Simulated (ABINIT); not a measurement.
The system is Au.

```xyz
1
Lattice="0.0000 2.0350 2.0350 2.0350 0.0000 2.0350 2.0350 2.0350 0.0000" Properties=species:S:1:pos:R:3 pbc="T T T"
Au    0.0000    0.0000    0.0000
```

Base run:

```yaml
Program: ABINIT 10.8.3 (patched build)
Functional: revPBE
Potentials_or_basis: PseudoDojo NC SR PBE v0.4.1 standard
Cutoff: 1034 eV
k_mesh: 11 × 11 × 11
Occupations: fermi-dirac, width 0.05 eV
Spin: no spin polarisation
```

Its results: band gap on the k mesh none (metal or under the smearing width); pressure 13.1 GPa.

Task: The run is repeated on the same cell with these changes: functional from revPBE to PW91. What comes out?

Result: Band gap on the k mesh none (metal or under the smearing width); pressure 10.7 GPa.

PW91 binds more tightly than revPBE, so the same cell stands under less pressure.

Caveats: the potentials were made for another functional, which shifts forces and pressure.

Not every run made on this cell is shown here.
